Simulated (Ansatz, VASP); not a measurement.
**One calculation of MgB2, two programs**

INCAR

```
SYSTEM = MgB2
  PREC = Accurate
  ENCUT = 520
  EDIFF = 1E-6
  ISMEAR = 0
  SIGMA = 0.1
  LREAL = .False.
  LASPH = .True.
  NELM = 80
  ALGO = Normal
  ISIF = 2
  LWAVE = .False.
  LCHARG = .False.
  GGA = PE
  NBANDS = 11
```

The input KPOINTS:

```
Automatic mesh
0
Gamma
  15 15 12
  0 0 0
```

POSCAR

```
MgB2
1.0
    2.8992219630      0.0000000000      0.0000000000
   -1.4496109816      2.5107998712      0.0000000000
    0.0000000000      0.0000000000      3.6279149400
Mg B
1 2
Direct
    0.0000000000      0.0000000000      0.0000000000
    0.3333333333      0.6666666667      0.5000000000
    0.6666666667      0.3333333333      0.5000000000
```

Input for Ansatz:

```yaml
crystal:
  lattice:
    - [2.899221963, 0.0, 0.0]
    - [-1.4496109816, 2.5107998712, 0.0]
    - [0.0, 0.0, 3.62791494]
  atoms:
    - { symbol: Mg, position: [0.0, 0.0, 0.0] }
    - { symbol: B, position: [0.3333333333, 0.6666666667, 0.5] }
    - { symbol: B, position: [0.6666666667, 0.3333333333, 0.5] }
basis:
  ecutwfc: 420
kpoints:
  mp_grid: { grid: [15, 15, 12] }
hamiltonian:
  xc: pbe
scf:
  occupations: { method: gaussian, width: 0.1 }
output:
  forces: true
  stress: true
  eigenvalues: true
```

Alike in both runs: task single point; functional PBE; k mesh 15 × 15 × 12; occupations gaussian, width 0.1 eV; no spin polarisation.

|  | VASP | Ansatz |
| --- | --- | --- |
| version | VASP 6.6.1 | Ansatz 0.2.0 |
| potentials or method | VASP PAW PBE potentials, release 64 (Mg, B) | scalar-relativistic, plane waves, PAW |
| plane-wave cutoff (eV) | 520 | 420 |
| valence electrons in the cell | 8 | 16 |

|  | VASP | Ansatz | Ansatz less VASP |
| --- | --- | --- | --- |
| gap on the k mesh at the Fermi level (eV) | none | none | - |
| pressure (GPa) | 20.9 | 21.0 | +0.19 |
| largest component of the traceless stress (GPa) | 27.97 | 27.75 | -0.218 |

A gap of «none» marks a metal or a gap that the smearing closes. The two sets of potentials don't hold the same shells in valence.

Caveats: so large a pressure means that the cell lies far from this level's equilibrium, or that cutoff or potentials fall short (VASP).
